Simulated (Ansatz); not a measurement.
Structure: COD 1562921, as refined from experiment and not relaxed.

A run of Ansatz 0.2.0 printed the following.

```
Zr: projections on atomic orbitals take those of the free atom 1s2 2s2 2p6 3s2 3p6 3d10 4s2 4p6 4d2 5s2, of charge +0.00 (hamiltonian.pseudopotentials.projection_atoms)
C: projections on atomic orbitals take those of the free atom 1s2 2s2 2p2, of charge +0.00 (hamiltonian.pseudopotentials.projection_atoms)
LAPW: plane waves up to 8.854 Å⁻¹, error target 2.5e-4 eV per atom; small_component_spin mean_spin; C in spheres of 1.053 Å, 6 of its electrons in bands, Dirac shells []; Zr in spheres of 1.298 Å, 30 of its electrons in bands, Dirac shells []
Engine: ansatz 0.2.0
Pseudopotentials: kind: all_electron
Pseudopotential: Zr, LAPW, valence charge 30, Koelling and Harmon's equation, gaussian nucleus
Pseudopotential: C, LAPW, valence charge 6, Koelling and Harmon's equation, gaussian nucleus
Functional definition: PBE
  parameter kappa = 0.804
  parameter beta = 0.06672455060314922
  exchange = pbe_x(kappa = kappa, mu = beta*pi^2/3)
  correlation = pbe_c(beta = beta)
Crystal: 2 atoms, lattice volume = 25.963 Å³
Basis set: ecut = 298.705519344069 eV, 307 PW (Γ), exchange–correlation at level 2
Bands: 22, of which v1, the nominal top of the filled ones, is band 18 counted from 1 (17 counted from 0)
Symmetry: 48 space group operations
Space group: Fm-3m (ITA 225), of the structure as read, at distance tolerance 3.0e-5 Å
k-points: 120 of 3375
Non-local potential: Zr, projectors of the file, none
Non-local potential: C, projectors of the file, none
Initial density: superposition of atomic densities (chi_scale 0.1, normalization cell, long waves kept (reshape's long-wave potential 0.00 eV rms))
Initial wavefunctions: plane waves of lowest kinetic energy (no species holds an atomic orbital)
Functional: x = pbe(κ = 0.804, μ = 0.2195149727645171), c = pbe(β = 0.06672455060314922)
iter 1 solved again at ethr=1.54e-2 eV; its pass at ethr=1.00e-1 eV (dr2=5.53e0 eV) is discarded
SCF iter   1: F=—  HF=-98967.565097 eV  |F-HF|=—  |Δ(HF+E_count)|=         —  Δρ=1.22e-1  dr2=5.53e0  ethr=1.54e-2  ⟨swp⟩=2.0  Hψ=17294  notcnv=0
preconditioner: auto → Kerker (q_TF=auto, 2.881 Å⁻¹)  [metal: Δε(μ)=0.091 eV  Ē_g=18.294 eV  σ=0.050 eV  W_gap=0.36  n_scr=14 (ndim 8)  ℏωp=27.3 eV  f_vac=0.000  D(μ)=0.08/eV (n_scr^D=0)]
iter 2 solved again at ethr=1.90e-4 eV; its pass at ethr=1.54e-2 eV (dr2=6.85e-2 eV) is discarded
SCF iter   2: F=—  HF=-98965.691492 eV  |F-HF|=—  |Δ(HF+E_count)|=    1.87e0  Δρ=1.91e-2  dr2=6.82e-2  ethr=1.90e-4  ⟨swp⟩=2.0  Hψ=13315  notcnv=0
SCF iter   3: F=—  HF=-98965.702753 eV  |F-HF|=—  |Δ(HF+E_count)|=         —  Δρ=2.55e-2  dr2=2.53e-1  ethr=1.89e-4  ⟨swp⟩=3.0  Hψ=8875  notcnv=0
the basis was enlarged: its passes take 366.3 KiB over the memory plan, 1 of 1 planned eigensolver slots
SCF iter   4: F=—  HF=-98965.696637 eV  |F-HF|=—  |Δ(HF+E_count)|=   6.12e-3  Δρ=3.23e-3  dr2=9.27e-4  ethr=1.89e-4  ⟨swp⟩=2.0  Hψ=8571  notcnv=0
SCF iter   5: F=—  HF=-98965.694547 eV  |F-HF|=—  |Δ(HF+E_count)|=   2.09e-3  Δρ=1.58e-3  dr2=3.60e-4  ethr=2.58e-6  ⟨swp⟩=3.0  Hψ=8372  notcnv=0
SCF iter   6: F=—  HF=-98965.694423 eV  |F-HF|=—  |Δ(HF+E_count)|=   1.24e-4  Δρ=5.21e-4  dr2=9.78e-5  ethr=1.00e-6  ⟨swp⟩=2.5  Hψ=8279  notcnv=0
SCF iter   7: F=—  HF=-98965.694400 eV  |F-HF|=—  |Δ(HF+E_count)|=   2.26e-5  Δρ=2.17e-4  dr2=1.54e-5  ethr=2.72e-7  ⟨swp⟩=2.0  Hψ=8175  notcnv=0
SCF iter   8: F=—  HF=-98965.694399 eV  |F-HF|=—  |Δ(HF+E_count)|=   1.45e-6  Δρ=7.32e-5  dr2=2.01e-6  ethr=4.26e-8  ⟨swp⟩=2.0  Hψ=8172  notcnv=0
SCF iter   9: F=—  HF=-98965.694398 eV  |F-HF|=—  |Δ(HF+E_count)|=   6.07e-7  Δρ=2.39e-5  dr2=1.88e-7  ethr=5.59e-9  ⟨swp⟩=2.0  Hψ=8172  notcnv=0
SCF iter  10: F=-98965.694398 eV  HF=-98965.694398 eV  |F-HF|=2.33e-10  |Δ(HF+E_count)|=   4.38e-8  Δρ=3.32e-6  dr2=2.80e-9  ethr=5.21e-10  ⟨swp⟩=2.0  Hψ=8172  notcnv=0
SCF 1 converged in 10 iterations: F = -98965.694398 eV  dr2 = 2.80e-9
NSCF: frozen V_eff on 99 k-points
SCF converged after 10 iterations
Free energy (F): -98965.694398 eV
Harris-Foulkes:  -98965.694398 eV  (|F-HF|=2.33e-10)
Internal energy: -98965.691852 eV  (E = F + TS)
E sigma→0 (E₀):  -98965.693125 eV
Entropy (-TS):   -0.002546 eV (-1.273 meV/atom)
Fermi energy:    16.508060 eV
--- Per-component energies (eV) ---
  E_band       = -4561.598343
  E_kinetic    = 102184.905253
  E_xc         = -3258.608265
  E_electrostatic = -197891.988840  (all electrons and nuclei)
  E_smearing   = -0.002546  (= −TS)
  E_closure    = 0.000000  (closes the sum)
  E_atoms      = -98947.444364  (free atoms, spherical and without spin; not in F)
  Σ components = -98965.694398   (vs F -98965.694398, Δ=0.00e0)
  Basis errors (estimates in eV, not in F): energy 9.1e-5 per atom: plane waves 8.0e-5 (4.5e-5 summed), levels above the bands 2.7e-28, relativity 2.0e-8, radial functions 1.1e-5, core shells 1.2e-13; eigenvalues (radial functions only) 5.0e-7; not estimated: angular momenta, meshes, grids; target (lapw.basis_error) 2.5e-4; muffin-tin radii C 1.053 Å, Zr 1.298 Å
--- Forces (eV/Å), atoms counted from 1 ---
  atom   1  Zr    -0.00000000     0.00000000     0.00000000
  atom   2  C     -0.00000000     0.00000000    -0.00000000
  max |Σ_I F_I| component: 3.78e-31 eV/Å
--- Stress (GPa, compression-positive) ---
        1.234907       0.000000       0.000000
        0.000000       1.234907      -0.000000
        0.000000      -0.000000       1.234907
  P = ⅓ Tr σ = 1.2349 GPa (12.349 kbar)
--- Band table (eV; the first three rows and the last of 120) ---
  k-point 0: bands = ["-381.4129", "-294.2940", "-294.2940", "-294.2940", "-248.0785", "-151.4600", "-151.4600", "-151.4600", "-151.4476", "-151.4476", "-31.5799", "-9.2935", "-9.2935", "-9.2935", "5.2093", "17.4516", "17.4516", "17.4516", "17.6117", "17.6117", "17.6117", "19.3287"]
  k-point 1: bands = ["-381.4129", "-294.2940", "-294.2940", "-294.2940", "-248.0785", "-151.4600", "-151.4600", "-151.4600", "-151.4476", "-151.4476", "-31.5756", "-9.3334", "-9.2970", "-9.2970", "5.3107", "16.6502", "16.8587", "16.8587", "17.8411", "17.8411", "18.1819", "19.9017"]
  k-point 2: bands = ["-381.4129", "-294.2940", "-294.2940", "-294.2940", "-248.0785", "-151.4600", "-151.4600", "-151.4600", "-151.4476", "-151.4476", "-31.5633", "-9.4444", "-9.3067", "-9.3067", "5.6033", "15.6271", "16.0263", "16.0263", "18.1616", "18.1616", "18.6223", "21.0296"]
  k-point 119: bands = ["-381.4129", "-294.2940", "-294.2940", "-294.2940", "-248.0785", "-151.4600", "-151.4600", "-151.4600", "-151.4476", "-151.4476", "-31.4453", "-9.8245", "-9.7941", "-9.5857", "7.0784", "13.7272", "14.1796", "14.2826", "19.4990", "20.0859", "22.1761", "23.6028"]
--- Löwdin populations: 2 sites ---
  site symbol       q [e]
     0     Zr     39.2178
     1      C      6.7455
  spilling = 0.000798 (of n_electrons = 46.000000)
```

The cell and starting positions:

```
CELL_PARAMETERS angstrom
0.00000 2.35021 2.35021
2.35021 0.00000 2.35021
2.35021 2.35021 0.00000
ATOMIC_POSITIONS crystal
Zr 0.50000 0.50000 0.50000
C 0.00000 0.00000 0.00000
```

Parts of the input that the log doesn't repeat:

```yaml
  band_path:
    path:
      - [0.0, 0.0, 0.0]
      - [0.5, 0.0, 0.5]
      - [0.625, 0.25, 0.625]
      - [0.375, 0.375, 0.75]
      - [0.0, 0.0, 0.0]
      - [0.5, 0.5, 0.5]
      - [0.5, 0.25, 0.75]
      - [0.5, 0.0, 0.5]
    npoints: 14
output:
  forces: true
  stress: true
  eigenvalues: true
  populations: true
  dos: { projected: true, de: 0.2, e_range: [-14, 8] }
```

Problem. Write the input that produced this log.

Solution. 
```yaml
crystal:
  lattice:
    - [0.0, 2.35021, 2.35021]
    - [2.35021, 0.0, 2.35021]
    - [2.35021, 2.35021, 0.0]
  atoms:
    - { symbol: Zr, position: [0.5, 0.5, 0.5] }
    - { symbol: C, position: [0.0, 0.0, 0.0] }
kpoints:
  mp_grid: { grid: [15, 15, 15] }
  band_path:
    path:
      - [0.0, 0.0, 0.0]
      - [0.5, 0.0, 0.5]
      - [0.625, 0.25, 0.625]
      - [0.375, 0.375, 0.75]
      - [0.0, 0.0, 0.0]
      - [0.5, 0.5, 0.5]
      - [0.5, 0.25, 0.75]
      - [0.5, 0.0, 0.5]
    npoints: 14
scf:
  occupations: { method: fermi_dirac, width: 0.05 }
hamiltonian:
  xc: pbe
  pseudopotentials: { kind: all_electron, lapw: { basis_error: 0.00025 } }
output:
  forces: true
  stress: true
  eigenvalues: true
  populations: true
  dos: { projected: true, de: 0.2, e_range: [-14, 8] }
```
This is the input that was run; digits and keys that the log doesn't show could differ in an equivalent one.
